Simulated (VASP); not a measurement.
# MgH2 (Fm-3m) in VASP: notebook, part 2 of 2

VASP 6.6.1.

## Step 4: Single point, r2SCAN

POSCAR

```
MgH2
1.0
    0.0000000000      2.3649613283      2.3649613283
    2.3649613283      0.0000000000      2.3649613283
    2.3649613283      2.3649613283      0.0000000000
Mg H
1 2
Direct
    0.0000000000      0.0000000000      0.0000000000
    0.2500000000      0.2500000000      0.2500000000
    0.7500000000      0.7500000000      0.7500000000
```

INCAR.step1

```
PREC = Accurate
ENCUT = 520
ISMEAR = -1
SIGMA = 0.02
LREAL = False
LASPH = True
NELM = 60
NBANDS = 9
GGA = PE
ALGO = Normal
EDIFF = 1E-4
LWAVE = True
LCHARG = False
```

INCAR.step2

```
PREC = Accurate
ENCUT = 520
EDIFF = 1E-6
ISMEAR = -1
SIGMA = 0.02
LREAL = False
LASPH = True
NELM = 60
ALGO = Normal
ISIF = 2
LWAVE = False
LCHARG = False
METAGGA = R2SCAN
LMIXTAU = True
NBANDS = 9
ISTART = 1
```

KPOINTS

```
Automatic mesh
0
Gamma
  8 8 8
```

Potentials or basis: VASP PAW PBE potentials, release 64 (Mg, H).

Command:

```bash
$ cat potpaw_PBE.64/Mg/POTCAR potpaw_PBE.64/H/POTCAR > POTCAR
$ cp INCAR.step1 INCAR
$ mpirun -np 1 vasp_std > vasp.out
$ cp INCAR.step2 INCAR
$ mpirun -np 1 vasp_std > vasp.out
```

OUTCAR:

```text
PREC = Accurate
   ENCUT = 520
   EDIFF = 1E-6
   ISMEAR = -1
   LREAL = False
   LASPH = True
   NELM = 60
   ISIF = 2
   METAGGA = R2SCAN
   ISTART = 1

 ion  position               nearest neighbor table
   1  0.000  0.000  0.000-   2 2.05   3 2.05   3 2.05   3 2.05   3 2.05   2 2.05   2 2.05   2 2.05

   2  0.250  0.250  0.250-   1 2.05   1 2.05   1 2.05   1 2.05
   3  0.750  0.750  0.750-   1 2.05   1 2.05   1 2.05   1 2.05

  LATTYP: Found a face centered cubic cell.
 ALAT       =     4.7299226566

  Lattice vectors:

 A1 = (   0.0000000000,   2.3649613283,   2.3649613283)
 A2 = (   2.3649613283,   0.0000000000,   2.3649613283)
 A3 = (   2.3649613283,   2.3649613283,   0.0000000000)

Analysis of symmetry for initial positions (statically):
=====================================================================
 Subroutine PRICEL returns:
 Original cell was already a primitive cell.

 Routine SETGRP: Setting up the symmetry group for a
 face centered cubic supercell.

 Subroutine GETGRP returns: Found 48 space group operations
 (whereof 48 operations were pure point group operations)
 out of a pool of 48 trial point group operations.

The static configuration has the point symmetry O_h .

Analysis of symmetry for dynamics (positions and initial velocities):
=====================================================================
 Subroutine PRICEL returns:
 Original cell was already a primitive cell.

 Routine SETGRP: Setting up the symmetry group for a
 face centered cubic supercell.

 Subroutine GETGRP returns: Found 48 space group operations
 (whereof 48 operations were pure point group operations)
 out of a pool of 48 trial point group operations.

The dynamic configuration has the point symmetry O_h .

 Subroutine INISYM returns: Found 48 space group operations
 (whereof 48 operations are pure point group operations),
 and found     1 'primitive' translations

----------------------------------------------------------------------------------------

                                     Primitive cell

  volume of cell :      26.4547

  direct lattice vectors                    reciprocal lattice vectors
     0.000000000  2.364961328  2.364961328    -0.211419948  0.211419948  0.211419948
     2.364961328  0.000000000  2.364961328     0.211419948 -0.211419948  0.211419948
     2.364961328  2.364961328  0.000000000     0.211419948  0.211419948 -0.211419948

  length of vectors
     3.344560385  3.344560385  3.344560385     0.366190091  0.366190091  0.366190091

  position of ions in fractional coordinates (direct lattice)
     0.000000000  0.000000000  0.000000000
     0.250000000  0.250000000  0.250000000
     0.750000000  0.750000000  0.750000000

  ion indices of the primitive-cell ions
   primitive index   ion index
                 1           1
                 2           2
                 3           3

----------------------------------------------------------------------------------------

 KPOINTS: Automatic mesh

Automatic generation of k-mesh.
 Grid dimensions read from file:
[... 25 lines left out ...]
  0.375000  0.000000  0.000000      8.000000
  0.500000  0.000000  0.000000      4.000000
  0.125000  0.125000  0.000000      6.000000
[... 16 lines left out ...]
  0.500000  0.250000  0.125000     48.000000
 -0.375000  0.250000  0.125000     24.000000
 [... further k-points ...]
   k-points           NKPTS =     29   k-points in BZ     NKDIM =     29   number of bands    NBANDS=      9
   number of dos      NEDOS =    301   number of ions     NIONS =      3
   total plane-waves  NPLWV =  21952
   dimension x,y,z NGX =    28 NGY =   28 NGZ =   28
   dimension x,y,z NGXF=    56 NGYF=   56 NGZF=   56
   ions per type =               1   2
   NGX,Y,Z   is equivalent  to a cutoff of  13.92, 13.92, 13.92 a.u.
   NGXF,Y,Z  is equivalent  to a cutoff of  27.84, 27.84, 27.84 a.u.
 SYSTEM =  unknown system
   PREC   = accura    normal or accurate (medium, high low for compatibility)
   ISTART =      1    job   : 0-new  1-cont  2-samecut
   ICHARG =      0    charge: 1-file 2-atom 10-const
   ISPIN  =      1    spin polarized calculation?
   LNONCOLLINEAR =      F non collinear calculations
   LSORBIT =      F    spin-orbit coupling
   LASPH  =      T    aspherical Exc in radial PAW
   ENCUT  =  520.0 eV  38.22 Ry    6.18 a.u.   6.22  6.22  6.22*2*pi/ulx,y,z
   NELM   =     60;   NELMIN=  2; NELMDL=  0     # of ELM steps
   EDIFF  = 0.1E-05   stopping-criterion for ELM
   LREAL  =      F    real-space projection
   EDIFFG = 0.1E-04   stopping-criterion for IOM
   NSW    =      0    number of steps for IOM
   IBRION =     -1    ionic relax: 0-MD 1-quasi-New 2-CG
   NFREE  =      0    steps in history (QN), initial steepest desc. (CG)
   ISIF   =      2    stress and relaxation
   ISYM   =      2    0-nonsym 1-usesym 2-fastsym
   POTIM  = 0.5000    time-step for ionic-motion
   TEBEG  =    0.0;   TEEND  =   0.0 temperature during run
   PSTRESS=    0.0 pullay stress
   NELECT =       4.0000    total number of electrons
   NUPDOWN=      -1.0000    fix difference up-down
   EMIN   =  10.00;   EMAX   =-10.00  energy-range for DOS
   EFERMI =   0.00;   METHOD = LEGACY
   ISMEAR =    -1;   SIGMA  =   0.02  broadening in eV -4-tet -1-fermi 0-gaus
   EFERMI_NEDOS =   21; number of points for ismear=-14 and -15
   IALGO  =     38    algorithm
   IMIX   =      4    mixing-type and parameters
     AMIX     =   0.40;   BMIX     =  1.00
     AMIX_MAG =   1.60;   BMIX_MAG =  1.00
  volume/ion in A,a.u.               =       8.82        59.51
  Fermi-wavevector in a.u.,A,eV,Ry     =   0.872156  1.648136 10.349352  0.760656
  Thomas-Fermi vector in A             =   1.991365
   LORBIT       =      0    0 simple, 1 ext, 2 COOP (PROOUT), +10 PAW based schemes
   METAGGA = R2SCAN    functional components
   LHFCALC =     F    Hartree Fock is set to
   AEXX    =    0.0000 exact exchange contribution
   IVDW    =     0    specifies the selected vdW correction
   LEPSILON=     F    determine dielectric tensor
   LRPA    =     F    only Hartree local field effects (RPA)
 non-spin polarized calculation
  energy-cutoff  :      520.00
  volume of cell :       26.45
 maximum number of plane-waves:       725
 NGX is ok and might be reduce to    28
   NGX = 13   NGY = 13   NGZ = 13

 number of electron       4.0000000 magnetization

 Free energy of the ion-electron system (eV)
  ---------------------------------------------------
  ext. energy  EPLUGINS =         0.00000000
  ---------------------------------------------------
  free energy    TOTEN  =       -11.52218759 eV

  energy without entropy =      -11.52181835  energy(sigma->0) =      -11.52200297

 E-fermi :   3.2681     XC(G=0):  -9.3441

 val. band max:        3.2461448756   @ k =   0.1250   0.0000   0.0000
 cond. band min:       3.3991273522   @ k =  -0.3750   0.5000   0.1250
 fundamental gap:      0.1529824766
 Fermi energy:         3.2680661162

 k-point     1 :       0.0000    0.0000    0.0000
  band No.  band energies     occupation
      1      -7.4307      2.00000
      2       3.9294      0.00000
      3      12.8618      0.00000
      4      12.8618      0.00000
      5      12.8618      0.00000
      6      16.1176      0.00000
      7      16.1176      0.00000
      8      16.1176      0.00000
      9      16.7321      0.00000
[... 265 lines left out ...]
 k-point    24 :      -0.3750    0.2500    0.1250
  band No.  band energies     occupation
      1      -2.4519      2.00000
      2      -2.4228      2.00000
      3       6.5324      0.00000
      4       7.2550      0.00000
      5      12.6926      0.00000
      6      12.7184      0.00000
      7      18.4660      0.00000
      8      18.8060      0.00000
      9      20.2382      0.00000

 [... further k-points ...]

------------------------ aborting loop because EDIFF is reached ----------------------------------------

  FORCE on cell =-STRESS in cart. coord.  units (eV):
  Direction    XX          YY          ZZ          XY          YZ          ZX
  --------------------------------------------------------------------------------------
  -------------------------------------------------------------------------------------
  Total       -0.1024270     -0.1024270     -0.1024270     -0.0000000      0.0000000      0.0000000
  in kB       -6.2033026     -6.2033026     -6.2033026     -0.0000000      0.0000000      0.0000000
  external PRESSURE =      -6.2033026 kB  Pullay stress =       0.0000000 kB

 VOLUME and BASIS-vectors are now :
 -----------------------------------------------------------------------------
  energy-cutoff  :      520.00
  volume of cell :       26.45
      direct lattice vectors                 reciprocal lattice vectors
     0.000000000  2.364961328  2.364961328    -0.211419948  0.211419948  0.211419948
     2.364961328  0.000000000  2.364961328     0.211419948 -0.211419948  0.211419948
     2.364961328  2.364961328  0.000000000     0.211419948  0.211419948 -0.211419948

 POSITION                                       TOTAL-FORCE (eV/Angst)
 -----------------------------------------------------------------------------------
      0.00000      0.00000      0.00000        -0.000000     -0.000000      0.000000
      1.18248      1.18248      1.18248        -0.000000     -0.000000      0.000000
      3.54744      3.54744      3.54744         0.000000      0.000000     -0.000000
 -----------------------------------------------------------------------------------
    total drift:                                0.000000      0.000000      0.000000

  FREE ENERGIE OF THE ION-ELECTRON SYSTEM (eV)
  ---------------------------------------------------
  free  energy   TOTEN  =       -11.5221875901 eV

  energy  without entropy=      -11.5218183508  energy(sigma->0) =      -11.52200297
```

It took 32 s on 1 thread of Intel Xeon Platinum 8559C (Emerald Rapids), shared host; peak memory 0.16 GiB.

What came out:

- Free energy: -11.5222 eV
- Pressure: -0.6 GPa
- Band gap on the k mesh: none (metal or under the smearing width)

Caveat: the PAW data sets were made with another functional, which shifts forces and pressure a little.

## Step 5: Overview

```tsv
level	potentials or basis	gap on the mesh (eV)	pressure (GPa)
PBE	VASP PAW PBE potentials, release 64 (Mg, H)	none	0.5
LDA	VASP PAW LDA potentials, release 64 (Mg, H)	none	-3.0
r2SCAN	VASP PAW PBE potentials, release 64 (Mg, H)	none	-0.6
```

Alike in all rows: task single point; no spin polarisation; cell as given; k mesh 8 × 8 × 8; cutoff (eV) 520; smearing fermi-dirac 0.02 eV.

Caveats: the PAW data sets were made with another functional, which shifts forces and pressure a little (some runs).

Total energies depend on the potentials used, so only differences within one code and one set of settings carry meaning.
